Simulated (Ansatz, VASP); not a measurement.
# CdSe (Cadmoselite): VASP beside Ansatz

Aim: how closely do two programs agree when they are given the same cell, functional and k mesh?

Program: Ansatz 0.2.0. Level of theory: plane waves, with VASP 6.6.1 beside it; band structure at HSEsol and band structure at HSE06, spin-orbit coupling. Results are calculated unless marked as measured.

The database entry behind the starting cell differs from later determinations by our own check (inner coordinate of an old entry), so it need not match the best structure at ambient conditions.

## (1) The starting structure

Symmetry: P6_3mc, No. 186, hexagonal system. The conventional cell has a = 4.300 Å, b = 4.300 Å, c = 7.020 Å, α = 90.00°, β = 90.00°, γ = 120.00°. Nearest to Cd lie 4 Se at 2.61 to 2.70 Å. Se has 4 Cd at 2.61 to 2.70 Å nearest. Farther neighbours and most contacts between anions are not listed.

## (2) Ansatz: band structure, HSEsol

Ansatz runs on its default PAW (the set named soft_2) files.

The same path points are solved in both programs, so levels can be compared one by one.

The input, input.yaml:

```yaml
crystal:
  lattice:
    - [4.3, 0.0, 0.0]
    - [-2.15, 3.7239092363, 0.0]
    - [0.0, 0.0, 7.02]
  atoms:
    - { symbol: Cd, position: [0.3333333333, 0.6666666667, 0.0] }
    - { symbol: Cd, position: [0.6666666667, 0.3333333333, 0.5] }
    - { symbol: Se, position: [0.3333333333, 0.6666666667, 0.385] }
    - { symbol: Se, position: [0.6666666667, 0.3333333333, 0.885] }
hamiltonian:
  xc:
    exchange: hjs_pbesol
    correlation: pbesol
    exx: { coeff: 0.25, omega: 0.2 }
  pseudopotentials: { kind: paw }
kpoints:
  mp_grid: { grid: [4, 4, 2] }
  band_path:
    path:
      - [0.0, 0.0, 0.0]
      - [0.4, 0.0, 0.0]
      - [0.4, 0.2, 0.0]
      - [0.2, 0.2, 0.0]
      - [0.0, 0.0, 0.1]
      - [0.0, 0.0, 0.5]
      - [0.4, 0.0, 0.5]
      - [0.4, 0.2, 0.5]
      - [0.2, 0.2, 0.5]
      - [0.5, 0.0, 0.4]
      - [0.33333, 0.33333, 0.0]
      - [0.33333, 0.33333, 0.5]
    npoints: 1
scf:
  occupations: { method: gaussian, width: 0.02 }
  n_extra_bands: 8
output:
  forces: true
  stress: true
  eigenvalues: true
```

Run with:

```console
$ ansatz run input.yaml --threads 4 --pin off --max-ram 9216MiB --backend cpu --events-out ev --progress --plain --runs-dir out
```

Numbers of over 12 decimals in the logs are rounded to 6 here.

Log:

```text
Warning: output.stress: scf.convergence.dr2_threshold = 1e-7 eV (the SCF's general default) is looser than the 4e-10 eV advised for a printed stress (1e-10 eV for each atom of the cell: 4). What an SCF threshold leaves in a stress goes as its square root, and in the free energy as the threshold itself, and one threshold admits the most on a small cell: [figures from the program's tests cut] Set scf.convergence.dr2_threshold to 4e-10 eV or tighter. The threshold is an SCF's pass mark: one that does not reach it within its budget of iterations ends unconverged, or closes short of it on a stop that the run arms, and scf.convergence.dr2_threshold's page says what that costs each kind of run
Warning: output.stress: scf.exx.energy_threshold = 1e-6 eV is looser than the 4e-8 eV advised for a stress under a hybrid functional (1e-8 eV for each atom of the cell: 4). Every SCF of the exchange loop can meet its threshold on dr2 while the loop round them stops early: no threshold on dr2 bounds what that leaves in the stress. Set scf.exx.energy_threshold to 4e-8 eV or tighter. The threshold is the loop's pass mark: a loop that does not reach it within its budget of cycles ends unconverged, and scf.exx.energy_threshold's page has the law
scf.n_extra_bands = 8 over 36 filled bands (N_el = 72.0): the run solves 44 bands
Engine: ansatz 0.2.0, aarch64-unknown-linux-gnu
Pseudopotentials: kind: paw
Pseudopotential: Cd, paw, valence charge 20, recommended cutoff 420 eV (normal), Cd.paw.azcp
Pseudopotential: Se, paw, valence charge 16, recommended cutoff 420 eV (normal), Se.paw.azcp
Functional definition: unnamed
  parameter a_1 = 0.25
  parameter omega_1 = 0.2/angstrom
  exchange = pbe_x(mu = 0.123457) + (-a_1)*hjs_pbesol_x_sr(omega_1) + a_1*exact_x_sr(omega_1)
  correlation = pbe_c(beta = 0.046)
Crystal: 4 atoms, lattice volume = 112.410 Å³
Basis set: ecut = 420 eV, 2189 PW (Γ), exchange–correlation on 60×60×96 points (8 copies of the dense FFT grid, shifted against one another)
Bands: 44, of which v1, the nominal top of the filled ones, is band 36 counted from 1 (35 counted from 0)
Symmetry: 12 space group operations
Space group: P63mc (ITA 186), of the structure as read, at distance tolerance 4.8e-5 Å
k-points: 8 of 32
Non-local potential: Cd, projectors of the file, l = 0: 3, l = 1: 2, l = 2: 2, l = 3: 1
Non-local potential: Se, projectors of the file, l = 0: 2, l = 1: 2, l = 2: 3, l = 3: 1
PAW form: soft (Blöchl's): semilocal exchange-correlation on the pseudo side does not see the compensation charge
PAW frozen core: Cd, regenerated for the run's functional, and the local potential with it (the file was generated under x = pbe(κ = 0.804, μ = 0.219515), c = pbe(β = 0.066725))
PAW frozen core: Se, regenerated for the run's functional, and the local potential with it (the file was generated under x = pbe(κ = 0.804, μ = 0.219515), c = pbe(β = 0.066725))
PAW one-centre angular grid: Cd, 590 points (default); XC on 64 Gauss nodes
PAW one-centre angular grid: Se, 590 points (default); XC on 64 Gauss nodes
Initial density: superposition of atomic densities (neutral atoms: chi_scale 0, normalization atom), corrected by the library's trained network
Initial wavefunctions: pseudopotential atomic-orbital guess
Functional: x = pbesol(κ = 0.804, μ = 0.123457), c = pbesol(β = 0.046), warm-up for x = hjs_pbesol + 0.25 (exact − hjs_pbesol) at short range (ω = 0.2 Å⁻¹), c = pbesol(β = 0.046)
SCF iter   1: F=—  HF=-27218.748106 eV  |F-HF|=—  |Δ(HF+E_count)|=         —  Δρ=4.90e-3  dr2=2.68e-2  ethr=1.77e-3  ⟨swp⟩=7.5  Hψ=1447  notcnv=0
preconditioner: auto → none  [insulator: Δε(μ)=0.533 eV  Ē_g=11.988 eV  σ=0.020 eV  W_gap=1.00  n_scr=34 (ndim 8)  ℏωp=21.0 eV  f_vac=0.201  D(μ)=0.00/eV (n_scr^D=0)]
iter 2 solved again at ethr=8.93e-7 eV; its pass at ethr=3.72e-5 eV (dr2=6.43e-4 eV) is discarded
SCF iter   2: F=—  HF=-27218.738050 eV  |F-HF|=—  |Δ(HF+E_count)|=   1.01e-2  Δρ=1.12e-3  dr2=6.43e-4  ethr=8.93e-7  ⟨swp⟩=2.0  Hψ=1667  notcnv=0
SCF iter   3: F=—  HF=-27218.737957 eV  |F-HF|=—  |Δ(HF+E_count)|=   9.29e-5  Δρ=4.54e-4  dr2=1.12e-4  ethr=8.92e-7  ⟨swp⟩=3.2  Hψ=786  notcnv=0
SCF iter   4: F=—  HF=-27218.738027 eV  |F-HF|=—  |Δ(HF+E_count)|=   7.00e-5  Δρ=1.69e-4  dr2=3.73e-5  ethr=1.56e-7  ⟨swp⟩=3.0  Hψ=772  notcnv=0
SCF iter   5: F=-27218.738021 eV  HF=-27218.738020 eV  |F-HF|=2.90e-7  |Δ(HF+E_count)|=   6.29e-6  Δρ=1.68e-5  dr2=2.31e-7  ethr=5.18e-8  ⟨swp⟩=3.0  Hψ=847  notcnv=0
SCF 1 stopped early in 5 iterations: F = -27218.738021 eV  dr2 = 2.31e-7
  greatest PAW one-centre occupation: 1.000 electrons in one spin orbital (limit 2), on the Cd atom at site 1 (counted from 0), in its partial waves of l = 0
Initial density: handed on by an earlier stage of this run
Initial wavefunctions: those handed on with the density
Functional: x = hjs_pbesol + 0.25 (exact − hjs_pbesol) at short range (ω = 0.2 Å⁻¹), c = pbesol(β = 0.046)
[...]
SCF iter   5: F=—  HF=-27293.164629 eV  |F-HF|=—  |Δ(HF+E_count)|=   2.38e-5  Δρ=3.31e-5  dr2=4.32e-5  ethr=3.20e-9  ⟨swp⟩=4.0  Hψ=1105  notcnv=0
SCF iter   6: F=—  HF=-27293.164926 eV  |F-HF|=—  |Δ(HF+E_count)|=   2.97e-4  Δρ=1.55e-4  dr2=2.48e-5  ethr=2.57e-9  ⟨swp⟩=4.1  Hψ=1173  notcnv=0
SCF iter   7: F=-27293.164916 eV  HF=-27293.164917 eV  |F-HF|=1.04e-6  |Δ(HF+E_count)|=   8.86e-6  Δρ=1.95e-5  dr2=1.53e-6  ethr=2.57e-9  ⟨swp⟩=4.0  Hψ=941  notcnv=0
SCF 2 stopped early in 7 iterations: F = -27293.164916 eV  dr2 = 1.53e-6
  Residual-converged pass: ⟨swp⟩=3.0  Hψ=754  notcnv=0  max |occ|·‖R‖ = 6.5e-6 eV (tolerance 6.7e-6 eV)  dr2=1.53e-6  dr2_onsite=3.66e-8  max |Δocc| = 0.0e0
  greatest PAW one-centre occupation: 1.000 electrons in one spin orbital (limit 2), on the Cd atom at site 1 (counted from 0), in its partial waves of l = 1
hybrid outer 1: dexx = +1.955e-2 eV, tail = 1.29e-4 eV
Exchange kernel: α = 0.2500, screened, ω = 0.2000 Å⁻¹, Wigner–Seitz truncation, v(0) = 1108.3756 eV·Å³, q-mesh 4×4×2, nearest image of the exchange supercell L = 14.04 Å, pair-density grid 20×20×32, without the augmentation charges, whose exchange is taken in its separable form by FFT convolution over the k-point mesh (sized by the pseudopotential files, 25×25×48 at the most), smooth part of the exact exchange by density-matrix convolution
Frozen-core exchange: fock
SCF iter   1: F=—  HF=-27293.165411 eV  |F-HF|=—  |Δ(HF+E_count)|=         —  Δρ=5.11e-5  dr2=1.15e-6  ethr=8.94e-7  ⟨swp⟩=3.8  Hψ=735  notcnv=0
preconditioner: auto → none  [insulator: Δε(μ)=1.529 eV  Ē_g=13.961 eV  σ=0.020 eV  W_gap=1.00  n_scr=34 (ndim 8)  ℏωp=21.0 eV  f_vac=0.200  D(μ)=0.00/eV (n_scr^D=0)]
SCF iter   2: F=—  HF=-27293.165412 eV  |F-HF|=—  |Δ(HF+E_count)|=   1.23e-6  Δρ=1.49e-5  dr2=1.40e-7  ethr=1.47e-9  ⟨swp⟩=4.0  Hψ=1125  notcnv=0
SCF iter   3: F=—  HF=-27293.165413 eV  |F-HF|=—  |Δ(HF+E_count)|=   4.75e-7  Δρ=3.25e-6  dr2=5.39e-9  ethr=8.33e-11  ⟨swp⟩=4.2  Hψ=1034  notcnv=0
SCF iter   4: F=—  HF=-27293.165413 eV  |F-HF|=—  |Δ(HF+E_count)|=   7.18e-9  Δρ=1.30e-6  dr2=8.72e-10  ethr=7.09e-12  ⟨swp⟩=3.0  Hψ=786  notcnv=0
SCF iter   5: F=-27293.165413 eV  HF=-27293.165413 eV  |F-HF|=4.80e-10  |Δ(HF+E_count)|=   2.22e-9  Δρ=6.17e-7  dr2=3.39e-10  ethr=2.17e-12 (applied; sched 1.00e-12)  ⟨swp⟩=3.0  Hψ=784  notcnv=0
SCF 3 converged in 5 iterations: F = -27293.165413 eV  dr2 = 3.39e-10
  Residual-converged pass: ⟨swp⟩=2.8  Hψ=652  notcnv=0  max |occ|·‖R‖ = 6.1e-7 eV (tolerance 6.3e-7 eV)  dr2=3.36e-10  dr2_onsite=9.84e-10  max |Δocc| = 0.0e0
hybrid outer 2: dexx = +9.155e-7 eV, tail = 6.35e-8 eV, Δε = 3.04e-3 eV (about 1.06e-4 eV left of the loop's levels), ΔF = 2.26e-3 eV/Å (tail 1.01e-3)
Exchange kernel: α = 0.2500, screened, ω = 0.2000 Å⁻¹, Wigner–Seitz truncation, v(0) = 1108.3756 eV·Å³, q-mesh 4×4×2, nearest image of the exchange supercell L = 14.04 Å, pair-density grid 20×20×32, without the augmentation charges, whose exchange is taken in its separable form by FFT convolution over the k-point mesh (sized by the pseudopotential files, 25×25×48 at the most), smooth part of the exact exchange by density-matrix convolution
Frozen-core exchange: fock
SCF iter   1: F=—  HF=-27293.165413 eV  |F-HF|=—  |Δ(HF+E_count)|=         —  Δρ=1.74e-6  dr2=2.26e-9  ethr=4.41e-10  ⟨swp⟩=5.6  Hψ=822  notcnv=0
preconditioner: auto → none  [insulator: Δε(μ)=1.530 eV  Ē_g=13.960 eV  σ=0.020 eV  W_gap=1.00  n_scr=34 (ndim 8)  ℏωp=21.0 eV  f_vac=0.200  D(μ)=0.00/eV (n_scr^D=0)]
SCF iter   2: F=-27293.165413 eV  HF=-27293.165413 eV  |F-HF|=1.82e-10  |Δ(HF+E_count)|=   1.08e-9  Δρ=3.70e-7  dr2=9.82e-11  ethr=3.05e-12  ⟨swp⟩=4.0  Hψ=980  notcnv=0
SCF 4 converged in 2 iterations: F = -27293.165413 eV  dr2 = 9.82e-11
  Residual-converged pass: ⟨swp⟩=2.0  Hψ=506  notcnv=0  max |occ|·‖R‖ = 6.5e-7 eV (tolerance 7.8e-7 eV)  dr2=9.74e-11  dr2_onsite=3.39e-10  max |Δocc| = 0.0e0
hybrid outer 3: dexx = +7.979e-10 eV, tail = 8.99e-10 eV, Δε = 1.80e-4 eV (about 3.59e-5 eV left of the loop's levels), ΔF = 3.79e-5 eV/Å (tail 7.18e-5)
NSCF: frozen V_eff on 12 k-points
hybrid SCF converged: 3 outer / 14 inner (+5 warm-up), last move |dexx| = 7.98e-10 eV, tail = 8.99e-10 eV
Stability not checked: this state was not tested for a lower state beside it, because the functional holds exact exchange (a hybrid, or Hartree-Fock), whose exchange loop this test does not read (fock_operator; see scf.lower_state_search)
Free energy (F): -27293.165413 eV
Frozen-core exchange: fock
Harris-Foulkes:  -27293.165413 eV  (|F-HF|=1.82e-10)
Internal energy: -27293.165413 eV  (E = F + TS)
E sigma→0 (E₀):  -27293.165413 eV
Fermi energy:    7.559790 eV
--- Per-component energies (eV) ---
  E_band       = -1997.400913
  E_kinetic    = 1248.480732
  E_local      = -12795.174260  (includes V_loc(G=0)·N_el)
  E_nonlocal   = -1110.784047
  E_hartree    = 6082.526040
  E_xc         = -445.970683
  E_vxc        = -506.450943  (∫ρ·V_xc dr)
  E_exx        = -314.187067  (= α·E_x^exact, valence–valence)
  E_paw        = -11633.700593  (= ΣΔE_a)
  E_vpaw       = -370.149639  (= ΣTr[D̂ρ^β])
  E_aug_tail   = -0.001162  (compensation charges beyond the density's cutoff)
  E_ewald      = -8323.002769
  E_core_change = -1.351605  (= ΣΔE_core)
  E_smearing   = -0.000000  (= −TS)
  E_closure    = 0.000000  (closes the sum)
  Σ components = -27293.165413   (vs F -27293.165413, Δ=0.00e0)
--- Forces (eV/Å), atoms counted from 1 ---
  atom   1  Cd     0.00000000    -0.00000000     0.28128373
  atom   2  Cd     0.00000000     0.00000000     0.28128373
  atom   3  Se     0.00000000    -0.00000000    -0.28128217
  atom   4  Se     0.00000000     0.00000000    -0.28128217
  max |Σ_I F_I| component: 3.12e-6 eV/Å
--- Stress (GPa, compression-positive) ---
        0.533767       0.000000       0.000000
       -0.000000       0.533767      -0.000000
        0.000000      -0.000000      -1.585933
  P = ⅓ Tr σ = -0.1728 GPa (-1.728 kbar)
--- Band table (eV; the first three rows and the last of 8) ---
  k-point 0: bands = [... 32 lower, 6.0105, 6.7932, 6.7932, 6.7950, 8.3245, 9.8031, 13.6460, 13.6460, ... 4 higher]
  k-point 1: bands = [... 32 lower, 6.3857, 6.3857, 6.3857, 6.3857, 10.0243, 10.0243, 13.5559, 13.5559, ... 4 higher]
  k-point 2: bands = [... 32 lower, 4.5164, 5.3373, 6.3220, 6.3315, 10.2939, 11.1572, 12.9211, 13.6410, ... 4 higher]
  k-point 7: bands = [... 32 lower, 4.5351, 4.5351, 5.5686, 5.5686, 11.4758, 11.4758, 13.2924, 13.2924, ... 4 higher]
```

Elapsed: 40 s, on 4 threads of Arm Neoverse V2, shared host; peak memory 1.1 GiB; 2.4 min of CPU time.

Reading the cycles: dr2 is the Hartree energy of the density residual (eV), the measure of convergence; HF is the Harris–Foulkes estimate of the energy, which meets the free energy F at convergence.

[end of part 1 of 3]

[Lines on the potential files, build, host, timing and source positions are cut from VASP's logs without a mark.]

[Logs are printed without paths, hosts, clocks, repeated set-up lines and the standing remarks that a program may print on its own settings, such as how far it seeks lower states.]

[Hosts, paths, dates, database ids (printed as entryN), source tags and the programs' standing remarks are cut or masked in the printed files.]
